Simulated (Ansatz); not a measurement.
Ag:

```
Ag
1.0
     0.00000    2.04275    2.04275
     2.04275    0.00000    2.04275
     2.04275    2.04275    0.00000
Ag
1
Direct
  0.00000 0.00000 0.00000
```

* Program: Ansatz 0.2.0
* Task: phonons
* Functional: PBEsol
* Potentials or basis: Ansatz PAW
* Cutoff: 420 eV (not typed: the program's choice for these potentials)
* k mesh: 10 × 10 × 10
* Occupations: fermi-dirac, width 0.05 eV
* Spin: no spin polarisation
* q mesh: 2 × 2 × 2
* Path: [["G", "X", "W", "K", "G", "L", "U", "W", "L", "K"], ["U", "X"]]
* Points for each segment of the path: 8

**Question.** Is this structure dynamically stable at this level, and how far does the spectrum reach?

**Answer.** Yes, as far as this q mesh shows: no mode on the path is imaginary. The highest frequency is 170 cm⁻¹.

A q mesh this small can miss soft modes between its points.

Caveat: the q mesh is small, so phonon branches between its points and thermal values are rough.
